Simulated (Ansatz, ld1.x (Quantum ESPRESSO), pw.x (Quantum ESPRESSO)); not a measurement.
From atom to crystal: ultrasoft potential for gallium

gallium, ultrasoft, made with ld1.x (Quantum ESPRESSO) 7.5 (PBE, scalar-relativistic). Core [Ar] 3d10, reference 4s2 4p0 (charge +1). Waves: 4s (bound): rcut 1.25, rcutus 1.70 bohr; 4s channel at -0.9 Ry: rcut 1.25, rcutus 1.70 bohr; 4p (bound, empty): rcut 1.95, rcutus 2.65 bohr; 4p channel at -0.2 Ry: rcut 1.95, rcutus 2.65 bohr. Local part: all-electron potential smoothed inside 2.55 bohr (lloc = -1). Core correction: a·sin(br)/r model core, default radius (core density twice the valence density). Augmentation charge: built from norm-conserving waves at rcut, not smoothed further.

Atomic tests: cutoffs needed: 10 Ry and 15 Ry (the cutoffs (Ry, on a coarse ladder) from which the occupation-weighted sum of valence levels, in a spherical-Bessel basis at the reference potential, stays within 10 and 1 mRy of its value at 400 Ry); ghost test: ghost state, extra bound levels that the all-electron valence spectrum of the same l lacks: s at -11.8 eV; a true bound ghost makes a file unfit for plane-wave use (spherical-Bessel basis up to 400 Ry, 20 bohr box); configuration tests: test run stopped at test 2 of 7 (negative rho).

Crystal test: fcc Ga in pw.x 7.5, no spin, 13³ k-points, Fermi–Dirac smearing 0.01 Ry, cutoffs 40/600 Ry. The lattice is a test structure that the element need not adopt, and mesh and smearing are coarse.

pw.x input:

```
&control
  calculation='scf', prefix='x', pseudo_dir='./', outdir='./tmp', tstress=.true., disk_io='none'
/
&system
  ibrav=0, nat=1, ntyp=1, ecutwfc=40, ecutrho=600, nbnd=8,
  occupations='smearing', smearing='fd', degauss=0.01
/
&electrons
  conv_thr=1e-09, mixing_beta=0.4, electron_maxstep=70
/
ATOMIC_SPECIES
Ga 1.0 Ga.UPF
CELL_PARAMETERS angstrom
  0.00000000 2.11884029 2.11884029
  2.11884029 0.00000000 2.11884029
  2.11884029 2.11884029 0.00000000
ATOMIC_POSITIONS crystal
Ga 0.0000 0.0000 0.0000
K_POINTS automatic
13 13 13 0 0 0
```

```bash
pw.x < Ga.scf.in > Ga.scf.out
```

Q: How does the run end?

A: It converges; the pressure is -12.48 GPa against -0.07 GPa from all-electron LAPW. This is a poor potential for the solid. Note: ghost state, extra bound levels that the all-electron valence spectrum of the same l lacks: s at -11.8 eV. A true bound ghost makes a file unfit for plane-wave use. Atomic configuration tests: test run stopped at test 2 of 7 (negative rho). The log shows:

```
     scf convergence threshold =      1.0E-09
     Exchange-correlation= PBE
     number of k points=    84  Fermi-Dirac smearing, width (Ry)=  0.0100
     iteration #  1     ecut=    40.00 Ry     beta= 0.40
     total energy              =      -7.40571227 Ry
     estimated scf accuracy    <       0.04820394 Ry
     iteration #  2     ecut=    40.00 Ry     beta= 0.40
     total energy              =      -7.41483417 Ry
     estimated scf accuracy    <       0.24263545 Ry
     iteration #  3     ecut=    40.00 Ry     beta= 0.40
     total energy              =      -7.40855948 Ry
     estimated scf accuracy    <       0.08270957 Ry
     iteration #  4     ecut=    40.00 Ry     beta= 0.40
     total energy              =      -7.41381883 Ry
     estimated scf accuracy    <       0.05426033 Ry
     [... 10 iterations left out ...]
     iteration # 15     ecut=    40.00 Ry     beta= 0.40
     total energy              =      -7.41724111 Ry
     estimated scf accuracy    <       0.00000778 Ry
     iteration # 16     ecut=    40.00 Ry     beta= 0.40
     total energy              =      -7.41724145 Ry
     estimated scf accuracy    <       0.00000005 Ry
     iteration # 17     ecut=    40.00 Ry     beta= 0.40
     total energy              =      -7.41724148 Ry
     estimated scf accuracy    <       0.00000014 Ry
     iteration # 18     ecut=    40.00 Ry     beta= 0.40
     the Fermi energy is     5.2616 ev
!    total energy              =      -7.41724150 Ry
     estimated scf accuracy    <          7.2E-11 Ry
     smearing contrib. (-TS)   =      -0.00620232 Ry
     The total energy is F=E-TS. E is the sum of the following terms:
     one-electron contribution =       2.63502261 Ry
     hartree contribution      =       0.05807822 Ry
     xc contribution           =      -4.95135884 Ry
     ewald contribution        =      -5.15278118 Ry
     convergence has been achieved in  18 iterations
          total   stress  (Ry/bohr**3)                   (kbar)     P=     -124.80
     Message from routine punch:
     Nothing written, as per user request (disk_io='none')
```
